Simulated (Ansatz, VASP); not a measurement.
**Two plane-wave programs on Rh**

File INCAR:

```
  PREC = Accurate
  ENCUT = 520
  EDIFF = 1E-8
  ISMEAR = -1
  SIGMA = 0.08
  LREAL = False
  LASPH = True
  NELM = 100
  ALGO = Normal
  ISIF = 2
  LWAVE = False
  LCHARG = False
  GGA = PE
  LEFG = True
  NBANDS = 14
```

Contents of KPOINTS:

```
Automatic mesh
0
Gamma
  16 16 16
```

File POSCAR:

```
Rh
1.0
    0.0000000000      1.9015500000      1.9015500000
    1.9015500000      0.0000000000      1.9015500000
    1.9015500000      1.9015500000      0.0000000000
Rh
1
Direct
    0.0000000000      0.0000000000      0.0000000000
```

Input for Ansatz:

```yaml
crystal:
  lattice:
    - [0.0, 1.90155, 1.90155]
    - [1.90155, 0.0, 1.90155]
    - [1.90155, 1.90155, 0.0]
  atoms:
    - { symbol: Rh, position: [0.0, 0.0, 0.0] }
kpoints:
  mp_grid: { grid: [16, 16, 16] }
  band_path:
    path:
      - [0.0, 0.0, 0.0]
      - [0.5, 0.0, 0.5]
      - [0.625, 0.25, 0.625]
      - [0.375, 0.375, 0.75]
      - [0.0, 0.0, 0.0]
      - [0.5, 0.5, 0.5]
      - [0.5, 0.25, 0.75]
      - [0.5, 0.0, 0.5]
    npoints: 8
scf:
  occupations: { method: fermi_dirac, width: 0.08 }
hamiltonian:
  xc: pbe
  pseudopotentials: { kind: paw }
output:
  forces: true
  stress: true
  eigenvalues: true
  efg: { contact_densities: true }
  populations: true
  bader: true
  dos: { projected: true, de: 0.2, e_range: [-14, 8] }
```

Alike in both runs: task electric field gradients; functional PBE; k mesh 16 × 16 × 16; occupations fermi-dirac, width 0.08 eV; no spin polarisation.

|  | VASP | Ansatz |
| --- | --- | --- |
| version | VASP 6.6.1 | Ansatz 0.2.0 |
| potentials or method | VASP PAW PBE potentials, release 64 (Rh_pv) | PAW with Ansatz's default frozen-core files, scalar-relativistic |
| plane-wave cutoff (eV) | 520 | 420 |
| valence electrons in the cell | 15 | 17 |

|  | VASP | Ansatz | Ansatz less VASP |
| --- | --- | --- | --- |
| pressure (GPa) | 6.1 | 6.0 | -0.05 |
| Vzz of the field gradient on the site that differs most (V/Å²) | 0.0 | 0.0 | 0.00 |

With one functional, cell and mesh, what is left measures potentials, basis and numerics. The two sets of potentials don't hold the same shells in valence. Ansatz warned: «gradients_without_spin_orbit».
